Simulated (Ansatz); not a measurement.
**Al2O3 — Al-27 NMR of the central transition**

Cell: a Materials Project structure (computed, not necessarily an observed phase) whose atoms were relaxed with PBE, the cell held.

Space group R-3c:H (No. 167); a = 4.8050, c = 13.1163 Å, γ = 120.00°.

```
site  Wyckoff  site symmetry       x       y       z
  Al      12c             3.  0.0000  0.0000  0.1479
   O      18e             .2  0.0272  0.6667  0.9167
```

One atom of each set is listed; the run and its k-mesh use a cell of 10 atoms with edges of 5.18, 5.18, 5.18 Å.

Computed with Ansatz: DFT, LDA, plane waves and PAW, scalar-relativistic, 420 eV cutoff, Γ-centred 8×8×8 k-points, Fermi–Dirac smearing 0.02 eV.

Al-27 has I = 5/2 and Q = 146.6 mb (Pyykkö 2018); at 14.1 T its Larmor frequency is ν₀ = 156.6 MHz. Only the quadrupole interaction is simulated: positions count from each site's isotropic chemical shift, and J coupling is left out, as are shift anisotropy and dipolar coupling, which fast spinning averages.

Simulated pattern of one Al site (fast magic-angle spinning, Gaussian broadening 0.02 kHz):

```
offset (kHz)  height
     -0.3751       0
     -0.3663       1
     -0.3575       3
     -0.3487       5
     -0.3398       6
     -0.3310       6
     -0.3222       6
     -0.3134       6
     -0.3046       6
     -0.2958       6
     -0.2870       6
     -0.2782       7
     -0.2694       7
     -0.2606       7
     -0.2517       7
     -0.2429      11
     -0.2341      31
     -0.2253      65
     -0.2165      78
     -0.2077      66
     -0.1989      54
     -0.1901      47
     -0.1813      44
     -0.1724      42
     -0.1636      41
     -0.1548      41
     -0.1460      40
     -0.1372      40
     -0.1284      41
     -0.1196      42
     -0.1108      44
     -0.1020      47
     -0.0932      50
     -0.0843      56
     -0.0755      66
     -0.0667      86
     -0.0579     100
     -0.0491      72
     -0.0403      25
     -0.0315       3
```

Q: Which |C_Q| and η does the pattern imply?

A: The pattern spans 0.308 kHz before broadening and its centre of gravity is at -0.144 kHz, which fixes P_Q; the places of the horns and steps fix η. That gives P_Q = 1.94 MHz, |C_Q| = 1.94 MHz and η = 0.00. The sign of C_Q can't be read from the pattern.

An axis of threefold or higher order runs through Al, so V_zz lies along it and η is zero.

At this cell the LDA pressure is -12 GPa, so with LDA the cell would shrink if it were relaxed.

The run took 2.9 s of wall time (8.8 s of CPU time) and 0.54 GiB at its peak, on 4 threads of Intel Xeon 6975P-C (Granite Rapids) (x86_64; 16 cores open to the job, memory cap 8.0 GiB, no GPU), a shared host with a load of 0.6 a core.
